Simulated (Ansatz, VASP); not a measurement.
# B26P26S (V_B-S_P) in two plane-wave programs

One calculation is typed for both programs; each brings its own data sets. How far apart do they land? Of the first pair: The structure shown is the start of the Ansatz relaxation below; VASP solves that cell, so the two are compared at the walk's first step.

Main program and level: Ansatz 0.2.0; plane waves, with VASP 6.6.1 beside it; r2SCAN.

### Step 1. Set-up

The cell holds 53 atoms: 26 B, 26 P and 1 S. Its edges and angles: a = 9.623 Å, b = 9.623 Å, c = 9.623 Å, α = 60.0°, β = 60.0°, γ = 60.0°. It derives from BP (BP (F-43m)). Nearest the centre at fractional (0.625, 0.292, 0.625): S53 at 0.99 Å, P39 at 2.47 Å, B23 at 2.47 Å, P37 at 2.49 Å, P45 at 2.50 Å, B15 at 2.50 Å, B21 at 2.52 Å, P51 at 3.31 Å.

### Step 2. Ansatz: relaxation, r2SCAN

Ansatz runs on its PAW soft_1 files.

The two programs are compared at the cell with which this relaxation starts, whose forces are those of its first step.

Input file input.yaml:

```yaml
crystal:
  lattice:
    - [0.0, 6.80455623, 6.80455623]
    - [6.80455623, 0.0, 6.80455623]
    - [6.80455623, 6.80455623, 0.0]
  atoms:
    - { symbol: B, position: [0.0, 0.0, 0.0] }
    - { symbol: P, position: [0.25, 0.25, 0.25] }
    - { symbol: B, position: [0.0, 0.0, 0.33333333] }
    - { symbol: P, position: [0.25, 0.25, 0.58333333] }
    - { symbol: B, position: [0.0, 0.0, 0.66666667] }
    - { symbol: P, position: [0.25, 0.25, 0.91666667] }
    - { symbol: B, position: [0.0, 0.33333333, 0.0] }
    - { symbol: P, position: [0.25, 0.58333333, 0.25] }
    - { symbol: B, position: [0.0, 0.33333333, 0.33333333] }
    - { symbol: P, position: [0.25, 0.58333333, 0.58333333] }
    - { symbol: B, position: [0.0, 0.33333333, 0.66666667] }
    - { symbol: P, position: [0.25, 0.58333333, 0.91666667] }
    - { symbol: B, position: [0.0, 0.66666667, 0.0] }
    - { symbol: P, position: [0.25, 0.91666667, 0.25] }
    - { symbol: B, position: [0.0, 0.66666667, 0.33333333] }
    - { symbol: P, position: [0.25, 0.91666667, 0.58333333] }
    - { symbol: B, position: [0.0, 0.66666667, 0.66666667] }
    - { symbol: P, position: [0.25, 0.91666667, 0.91666667] }
    - { symbol: B, position: [0.33333333, 0.0, 0.0] }
    - { symbol: P, position: [0.58333333, 0.25, 0.25] }
    - { symbol: B, position: [0.33333333, 0.0, 0.33333333] }
    - { symbol: S, position: [0.58333333, 0.25, 0.58333333] }
    - { symbol: B, position: [0.33333333, 0.0, 0.66666667] }
    - { symbol: P, position: [0.58333333, 0.25, 0.91666667] }
    - { symbol: B, position: [0.33333333, 0.33333333, 0.0] }
    - { symbol: P, position: [0.58333333, 0.58333333, 0.25] }
    - { symbol: B, position: [0.33333333, 0.33333333, 0.33333333] }
    - { symbol: P, position: [0.58333333, 0.58333333, 0.58333333] }
    - { symbol: B, position: [0.33333333, 0.33333333, 0.66666667] }
    - { symbol: P, position: [0.58333333, 0.58333333, 0.91666667] }
    - { symbol: B, position: [0.33333333, 0.66666667, 0.0] }
    - { symbol: P, position: [0.58333333, 0.91666667, 0.25] }
    - { symbol: B, position: [0.33333333, 0.66666667, 0.33333333] }
    - { symbol: P, position: [0.58333333, 0.91666667, 0.58333333] }
    - { symbol: B, position: [0.33333333, 0.66666667, 0.66666667] }
    - { symbol: P, position: [0.58333333, 0.91666667, 0.91666667] }
    - { symbol: B, position: [0.66666667, 0.0, 0.0] }
    - { symbol: P, position: [0.91666667, 0.25, 0.25] }
    - { symbol: B, position: [0.66666667, 0.0, 0.33333333] }
    - { symbol: P, position: [0.91666667, 0.25, 0.58333333] }
    - { symbol: B, position: [0.66666667, 0.0, 0.66666667] }
    - { symbol: P, position: [0.91666667, 0.25, 0.91666667] }
    - { symbol: B, position: [0.66666667, 0.33333333, 0.0] }
    - { symbol: P, position: [0.91666667, 0.58333333, 0.25] }
    - { symbol: B, position: [0.66666667, 0.33333333, 0.33333333] }
    - { symbol: P, position: [0.91666667, 0.58333333, 0.58333333] }
    - { symbol: P, position: [0.91666667, 0.58333333, 0.91666667] }
    - { symbol: B, position: [0.66666667, 0.66666667, 0.0] }
    - { symbol: P, position: [0.91666667, 0.91666667, 0.25] }
    - { symbol: B, position: [0.66666667, 0.66666667, 0.33333333] }
    - { symbol: P, position: [0.91666667, 0.91666667, 0.58333333] }
    - { symbol: B, position: [0.66666667, 0.66666667, 0.66666667] }
    - { symbol: P, position: [0.91666667, 0.91666667, 0.91666667] }
  host:
    repeats: [3, 3, 3]
    atoms:
      - { symbol: B, position: [0.0, 0.0, 0.0] }
      - { symbol: P, position: [0.75, 0.75, 0.75] }
basis:
  ecutwfc: 500
  xc_grid: 2
hamiltonian:
  xc: r2scan
  pseudopotentials: { kind: paw, azcp: { folder: soft_1 } }
kpoints:
  mp_grid: { grid: [2, 2, 2], shift: [0.5, 0.5, 0.5] }
magnetization:
  spin_polarized: true
  initial_magnetization: 2
  spin_locking: { lock_magnetization: hard }
scf:
  occupations: { method: fixed }
  max_iter: 60
output:
  forces: true
  charged_corrections:
    epsilon: 9.31
    static_epsilon: 9.42
    defect_position: [0.625, 0.291667, 0.625]
relax:
  f_tol: 0.02
  max_steps: 80
  random_displacement: { amplitude: 0.05, seed: 4098 }
checkpoint:
  write: "../q0_M2.relax.run"
  compress: false
  write_wavefunctions: true
  write_every: 100000
```

Started as:

```console
$ ansatz run input.yaml --threads 4 --pin off --max-ram 7536MiB --backend cpu --events-out ev --progress --plain --runs-dir out
```

Numbers of over 12 decimals in the logs are rounded to 6 here.

What it wrote:

```text
Warning: This run holds its total moment fixed (magnetization.spin_locking.lock_magnetization: hard) and mixes its density by anderson or broyden (scf.mixing.algorithm, typed or taken by auto). Slabs with a fixed moment have converged under broyden above another state at the same moment, at the default mixing steps and at smaller ones, and under scf.lower_state_search: standard, light or off a state that such a mixer [...]
Engine: ansatz 0.2.0, aarch64-unknown-linux-gnu
Pseudopotentials: kind: paw
Pseudopotential: B, paw, valence charge 3, recommended cutoff 500 eV (meta_gga), soft_1/B.paw.azcp
Pseudopotential: P, paw, valence charge 5, recommended cutoff 500 eV (meta_gga), soft_1/P.paw.azcp
Pseudopotential: S, paw, valence charge 6, recommended cutoff 500 eV (meta_gga), soft_1/S.paw.azcp
Functional definition: r2SCAN
  parameter k0 = 0.174
  parameter k1 = 0.065
  parameter a1 = 4.9479
  exchange = r2scan_x(k0 = k0, k1 = k1, a1 = a1)
  correlation = r2scan_c
Crystal: 53 atoms, lattice volume = 630.129 Å³
Basis set: ecut = 500 eV, 16049 PW (Γ), exchange–correlation on 144×144×144 points (8 copies of the dense FFT grid, shifted against one another)
Bands: 161, of which v1, the nominal top of the filled ones, is band 107 counted from 1 (106 counted from 0)
Symmetry: 1 space group operations
k-points: 4 of 8 (time reversal used)
Non-local potential: B, projectors of the file, l = 0: 2, l = 1: 2, l = 2: 1
Non-local potential: P, projectors of the file, l = 0: 2, l = 1: 2, l = 2: 1
Non-local potential: S, projectors of the file, l = 0: 2, l = 1: 2, l = 2: 1
PAW form: soft (Blöchl's): semilocal exchange-correlation on the pseudo side does not see the compensation charge
PAW frozen core: B, regenerated for the run's functional (the file was generated under x = pbe(κ = 0.804, μ = 0.219515), c = pbe(β = 0.066725))
PAW frozen core: P, regenerated for the run's functional (the file was generated under x = pbe(κ = 0.804, μ = 0.219515), c = pbe(β = 0.066725))
PAW frozen core: S, regenerated for the run's functional (the file was generated under x = pbe(κ = 0.804, μ = 0.219515), c = pbe(β = 0.066725))
PAW one-centre angular grid: B, 302 points (default); XC on 223 of its mesh's 2233 points in the sphere
PAW one-centre angular grid: P, 302 points (default); XC on 160 Gauss nodes
PAW one-centre angular grid: S, 302 points (default); XC on 160 Gauss nodes
Initial density: superposition of atomic densities (chi_scale 0.1, normalization cell, long waves kept (reshape's long-wave potential 0.16 eV rms))
Starting moments: Σ|m| = 2 μB on 53 of 53 sites
Initial wavefunctions: pseudopotential atomic-orbital guess
Functional: x = r2scan, c = r2scan; τ floored in thin density (d = 2e-4 eV/Å³)
SCF iter   1: F=—  HF=-24746.125447 eV  |F-HF|=—  |Δ(HF+E_count)|=         —  Δρ=4.27e-2 (↑4.19e-2 ↓4.27e-2)  dr2=5.36e1  dr2_τ=1.39e0  dr2_m=1.25e-1  M=2.000 μB ∫|m|=2.004 μB  β_m=1.20  ethr=3.10e-3  ⟨swp⟩=5.8  Hψ=4737  notcnv=0  defer=389
preconditioner: auto → Resta (q_TF=auto, 2.279 Å⁻¹)  ε∞=4.5  [insulator: Δε(μ)=0.364 eV  Ē_g=11.624 eV  n_scr=136 (ndim 8)  ℏωp=21.6 eV  f_vac=0.000  ε∞_Penn≈4.5]
spin=Collinear: Resta preconditioning applied to the charge; magnetization (m = ρ↑ − ρ↓) channel mixes plain (no charge-response kernel on spin).
SCF iter   2: F=—  HF=-24739.202395 eV  |F-HF|=—  |Δ(HF+E_count)|=    6.92e0  Δρ=2.90e-2 (↑2.89e-2 ↓2.90e-2)  dr2=2.28e1  dr2_τ=4.79e-2  dr2_m=1.08e-2  M=2.000 μB ∫|m|=2.071 μB  β_m=1.20  ethr=3.10e-3  ⟨swp⟩=3.0  Hψ=2056  notcnv=0  defer=411  κ⁻¹=1.0e0(r=1)
SCF iter   3: F=—  HF=-24735.778929 eV  |F-HF|=—  |Δ(HF+E_count)|=    3.42e0  Δρ=1.12e-2 (↑1.11e-2 ↓1.12e-2)  dr2=2.85e0  dr2_τ=1.09e-2  dr2_m=6.56e-3  M=2.000 μB ∫|m|=2.167 μB  β_m=1.20  ethr=3.10e-3  ⟨swp⟩=3.0  Hψ=2045  notcnv=0  defer=413  κ⁻¹=6.4e-2(r=2)
SCF iter   4: F=—  HF=-24735.672109 eV  |F-HF|=—  |Δ(HF+E_count)|=   1.07e-1  Δρ=5.44e-3 (↑5.41e-3 ↓5.44e-3)  dr2=7.81e-1  dr2_τ=2.28e-3  dr2_m=5.97e-4  M=2.000 μB ∫|m|=2.141 μB  β_m=1.20  ethr=1.33e-3  ⟨swp⟩=2.8  Hψ=1644  notcnv=0  defer=415  κ⁻¹=9.1e-3(r=3)
SCF iter   5: F=—  HF=-24735.637099 eV  |F-HF|=—  |Δ(HF+E_count)|=   3.50e-2  Δρ=1.23e-3 (↑1.23e-3 ↓1.15e-3)  dr2=2.86e-2  dr2_τ=3.96e-4  dr2_m=9.30e-4  M=2.000 μB ∫|m|=2.102 μB  β_m=1.20  ethr=3.65e-4  ⟨swp⟩=3.2  Hψ=1746  notcnv=0  defer=415  κ⁻¹=8.8e-4(r=4)
[...]
k-point 2 ↑: bands = [... 103 lower, 7.6095, 8.1906, 8.2203, 8.5786, 9.2561, 10.8343, 11.6404, 11.7810, ... 50 higher]
  k-point 3 ↓: bands = [... 103 lower, 7.8599, 8.2795, 8.5570, 9.2638, 10.1196, 10.8665, 11.6765, 11.8158, ... 50 higher]
--- Relaxed structure (5 steps of the walk, 5 accepted, 0 SCFs on fresh bases) ---
  F+E_penalty+E_count = -24736.97753549 eV   max|allowed force component| = 4.316e-3 eV/Å
  atoms:
    - { symbol: B, position: [0.000467169, 0.000442898, 0.000406642] }
    - { symbol: P, position: [0.249926, 0.250030, 0.249865] }
    - { symbol: B, position: [0.000479311, 1.7326925529573788e-5, 0.333776] }
    - { symbol: P, position: [0.249327, 0.249191, 0.582946] }
    - { symbol: B, position: [-0.00118436, 0.00219733, 0.667466] }
    - { symbol: P, position: [0.252209, 0.249622, 0.916546] }
    - { symbol: B, position: [0.000707932, 0.333686, 0.000647264] }
    - { symbol: P, position: [0.250381, 0.583342, 0.250320] }
    - { symbol: B, position: [-0.00118613, 0.333708, 0.335960] }
    - { symbol: P, position: [0.252211, 0.582788, 0.583379] }
    - { symbol: B, position: [8.970562172772034e-5, 0.334020, 0.667776] }
    - { symbol: P, position: [0.250875, 0.583243, 0.917001] }
    - { symbol: B, position: [0.000889757, 0.667069, 0.000826763] }
    - { symbol: P, position: [0.250433, 0.916620, 0.250380] }
    - { symbol: B, position: [0.000464761, 0.666650, 0.334201] }
    - { symbol: P, position: [0.249928, 0.916103, 0.583790] }
    - { symbol: B, position: [0.000710486, 0.666886, 0.667444] }
    - { symbol: P, position: [0.250383, 0.916564, 0.917098] }
    - { symbol: B, position: [0.333833, 1.3834257461875499e-5, 0.000425434] }
    - { symbol: P, position: [0.583008, 0.249191, 0.249261] }
    - { symbol: B, position: [0.333841, 2.0680982494969413e-5, 0.333781] }
    - { symbol: S, position: [0.581905, 0.248082, 0.581835] }
    - { symbol: B, position: [0.333121, -0.000697304, 0.667117] }
    - { symbol: P, position: [0.585444, 0.251630, 0.918128] }
    - { symbol: B, position: [0.336023, 0.333708, -0.00124422] }
    - { symbol: P, position: [0.583439, 0.582788, 0.252150] }
    - { symbol: B, position: [0.333121, 0.333360, 0.333058] }
    - { symbol: P, position: [0.585457, 0.584348, 0.585396] }
    - { symbol: B, position: [0.333791, 0.331226, 0.664986] }
    - { symbol: P, position: [0.584205, 0.583718, 0.917477] }
    - { symbol: B, position: [0.334262, 0.666649, 0.000405106] }
    - { symbol: P, position: [0.583852, 0.916103, 0.249866] }
    - { symbol: B, position: [0.333834, 0.666665, 0.333771] }
    - { symbol: P, position: [0.583010, 0.915507, 0.582949] }
    - { symbol: B, position: [0.336028, 0.664993, 0.667465] }
    - { symbol: P, position: [0.583438, 0.918391, 0.916546] }
    - { symbol: B, position: [0.667525, 0.00220326, -0.00124636] }
    - { symbol: P, position: [0.916602, 0.249623, 0.252147] }
    - { symbol: B, position: [0.667178, -0.000696836, 0.333060] }
    - { symbol: P, position: [0.918212, 0.251616, 0.585376] }
    - { symbol: B, position: [0.665040, -2.8642452193694545e-5, 0.664986] }
    - { symbol: P, position: [0.917536, 0.250386, 0.917479] }
    - { symbol: B, position: [0.667831, 0.334013, 3.6323314933195405e-5] }
    - { symbol: P, position: [0.917061, 0.583245, 0.250813] }
    - { symbol: B, position: [0.665041, 0.331230, 0.333724] }
    - { symbol: P, position: [0.917534, 0.583722, 0.584145] }
    - { symbol: P, position: [0.917540, 0.583722, 0.917481] }
    - { symbol: B, position: [0.667502, 0.666888, 0.000647683] }
    - { symbol: P, position: [0.917158, 0.916565, 0.250323] }
    - { symbol: B, position: [0.667525, 0.664992, 0.335965] }
    - { symbol: P, position: [0.916599, 0.918389, 0.583383] }
    - { symbol: B, position: [0.667830, 0.666281, 0.667776] }
    - { symbol: P, position: [0.917061, 0.917055, 0.917002] }
```

### Step 3. VASP: single point, r2SCAN, start cell, pair 1

The same cell, functional and mesh now go to VASP, with its own data sets.

Lines of VASP's logs that name or quote its potential files are left out, and so is its time.

Input file INCAR:

```
SYSTEM = B26P26S
PREC = Accurate
ENCUT = 460
EDIFF = 1E-06
NELM = 200
ISMEAR = 0
SIGMA = 0.01
LREAL = Auto
ALGO = Normal
METAGGA = R2SCAN
LASPH = .TRUE.
NBANDS = 144
ISPIN = 2
MAGMOM = -0 0 0.02 0 0.02 0 -0 -0 0 0 -0 -0 0.02 -0 0.01 -0 0 0.02 0.02 -0 0.01 0 0.01 0 0.02 0 0.03 0.02 0 0 0 0 0 0.03 0 0.02 0.16 0 0.16 0 0.03 0.02 0 0 0.16 0 0 0 0 0 0 0 0.02
LORBIT = 11
LWAVE = .FALSE.
LCHARG = .FALSE.
ISIF = 2
ISYM = 0
NUPDOWN = 2
GGA_COMPAT = .FALSE.
LMIXTAU = .TRUE.
KPAR = 4
```

Input file POSCAR:

```
B26P26S
1.0
    0.0000000000      6.8045562257      6.8045562257
    6.8045562257      0.0000000000      6.8045562257
    6.8045562257      6.8045562257      0.0000000000
B P S
26 26 1
Direct
    0.9995292125      0.9958327187      0.0059002378
    0.0052014413      0.9948689527      0.3327462402
    0.9983463286      0.0059283072      0.6663972417
    0.0001537940      0.3276064487      0.0011068319
    0.0004940072      0.3310445862      0.3293881960
    0.0010084420      0.3320193008      0.6718792304
    0.9972302382      0.6729523349      0.9976799369
    0.0010176270      0.6612327609      0.3381567326
    0.0042905811      0.6691495153      0.6650798891
    0.3362077444      0.0018025422      0.0016329500
    0.3282384517      0.9982804169      0.3377049030
    0.3320265018      0.0058964903      0.6625030128
    0.3294226582      0.3313692951      0.0059028096
    0.3343370860      0.3355421609      0.3270931162
    0.3312873647      0.3337313154      0.6625768603
    0.3360090540      0.6701938155      0.9941457608
    0.3270727622      0.6689741181      0.3343984419
    0.3368055056      0.6690596490      0.6668171809
    0.6694003031      0.0044959581      0.9966801656
    0.6625317435      0.0032905158      0.3373411026
    0.6675282486      0.9938569837      0.6701927868
    0.6713772138      0.3321273166      0.0017267842
    0.6723877867      0.3288823585      0.3332655980
    0.6724296704      0.6671438003      0.9976165235
    0.6622957987      0.6719512410      0.3346854555
    0.6625977287      0.6726358558      0.6657226937
    0.2503486552      0.2439613172      0.2520645643
    0.2524393866      0.2440830739      0.5832032051
    0.2551172248      0.2465500239      0.9185269829
    0.2508006317      0.5809408974      0.2556104972
    0.2489214497      0.5779881699      0.5878918283
    0.2525113972      0.5821503811      0.9207671731
    0.2493386701      0.9226393010      0.2487190853
    0.2480908297      0.9225014522      0.5834440731
    0.2536514422      0.9202978552      0.9137166766
    0.5895919391      0.2482569684      0.2468502639
    0.5781210956      0.2547379201      0.9183641508
    0.5858720051      0.5783154506      0.2481334482
    0.5784719634      0.5826329989      0.5887978388
    0.5814426935      0.5793385151      0.9225369432
    0.5815045638      0.9223025414      0.2456841335
    0.5867895521      0.9195676092      0.5827457910
    0.5885817336      0.9153738015      0.9117775347
    0.9177256816      0.2484085580      0.2452564054
    0.9173820883      0.2530278159      0.5857807428
    0.9128385884      0.2494524909      0.9150161000
    0.9229286660      0.5812423131      0.2469896558
    0.9137052137      0.5819338350      0.5896220660
    0.9163923103      0.5847318867      0.9110385445
    0.9221474982      0.9145271629      0.2509556014
    0.9131527162      0.9199347896      0.5873890769
    0.9177082668      0.9184310178      0.9200521375
    0.5846934566      0.2438851918      0.5870238069
```

Input file KPOINTS:

```
Points of the shifted mesh
8
Reciprocal
 0.2500000000  0.2500000000  0.2500000000 1
 0.2500000000  0.2500000000  0.7500000000 1
 0.2500000000  0.7500000000  0.2500000000 1
 0.2500000000  0.7500000000  0.7500000000 1
 0.7500000000  0.2500000000  0.2500000000 1
 0.7500000000  0.2500000000  0.7500000000 1
 0.7500000000  0.7500000000  0.2500000000 1
 0.7500000000  0.7500000000  0.7500000000 1
```

The projector-augmented-wave data sets are B, P and S (PBE family, release 64).

Started as:

```console
$ mpirun -np 8 vasp_std
```

What it wrote:

```text
[banner, memory and clock lines left out]
running    8 mpi-ranks, on    1 nodes
[...]
|                                                                             |
|           W    W    AA    RRRRR   N    N  II  N    N   GGGG   !!!           |
|           W    W   A  A   R    R  NN   N  II  NN   N  G    G  !!!           |
|           W    W  A    A  R    R  N N  N  II  N N  N  G       !!!           |
|           W WW W  AAAAAA  RRRRR   N  N N  II  N  N N  G  GGG   !            |
|           WW  WW  A    A  R   R   N   NN  II  N   NN  G    G                |
|           W    W  A    A  R    R  N    N  II  N    N   GGGG   !!!           |
|                                                                             |
|     For optimal performance we recommend to set                             |
|       NCORE = 2 up to number-of-cores-per-socket                            |
|     NCORE specifies how many cores store one orbital (NPAR=cpu/NCORE).      |
|     This setting can greatly improve the performance of VASP for DFT.       |
[...]
|                                                                             |
|     You enforced a specific xc type in the INCAR file but a different       |
|     [... a line on the potential file left out ...]
|     I HOPE YOU KNOW WHAT YOU ARE DOING!                                     |
|                                                                             |

 LDA part: xc-table for (None), standard interpolation
 POSCAR, INCAR and KPOINTS ok, starting setup
[...]
entering main loop
       N       E                     dE             d eps       ncg     rms          rms(c)
DAV:   1     0.536389386990E+03    0.53639E+03   -0.90541E+04  4608   0.124E+03
DAV:   2    -0.437454001059E+03   -0.97384E+03   -0.92314E+03  5576   0.223E+02
DAV:   3    -0.502223723723E+03   -0.64770E+02   -0.63731E+02  5696   0.542E+01
DAV:   4    -0.503712190702E+03   -0.14885E+01   -0.14756E+01  5712   0.877E+00
[...]
DAV:  17    -0.454048399173E+03   -0.35105E-04   -0.25641E-05  5048   0.184E-02    0.113E-02
DAV:  18    -0.454048400546E+03   -0.13730E-05   -0.35949E-06  4960   0.518E-03    0.387E-03
DAV:  19    -0.454048400482E+03    0.64225E-07   -0.57693E-07  3024   0.196E-03
   1 F= -.45404840E+03 E0= -.45404840E+03  d E =-.988239E-16  mag=     2.0000
```

OUTCAR, selected parts (step 3):

```text
  FREE ENERGIE OF THE ION-ELECTRON SYSTEM (eV)
  ---------------------------------------------------
  free  energy   TOTEN  =      -454.0484004816 eV

  energy  without entropy=     -454.0484004816  energy(sigma->0) =     -454.04840048

 magnetization (x)
# of ion       s       p       d       tot
------------------------------------------
    1       -0.000  -0.000   0.000  -0.000
    2       -0.000   0.001   0.000   0.000
    3        0.002   0.016   0.000   0.019
    4        0.000   0.001   0.000   0.001
    5        0.003   0.020   0.000   0.023
    6       -0.000   0.004   0.000   0.004
    7       -0.000   0.000   0.000   0.000
    8       -0.000  -0.000   0.000  -0.000
    9        0.000   0.001   0.000   0.002
   10       -0.000   0.000   0.000   0.000
   11       -0.001  -0.001   0.000  -0.002
   12       -0.001  -0.001   0.000  -0.001
   13        0.003   0.020   0.000   0.023
[...]
--------------------------------------------------
tot          0.163   1.003   0.000   1.166

[... 1 further part left out ...]
```

The run ends at a pressure of -0.05 GPa, with forces up to 1.8 eV/Å.

[end of part 1 of 2]

[Lines on the potential files, build, host, timing and source positions are cut from VASP's logs without a mark.]

[Logs are printed without paths, hosts, clocks, repeated set-up lines and the standing remarks that a program may print on its own settings, such as how far it seeks lower states.]

[Hosts, paths, dates, database ids (printed as entryN), source tags and the programs' standing remarks are cut or masked in the printed files.]
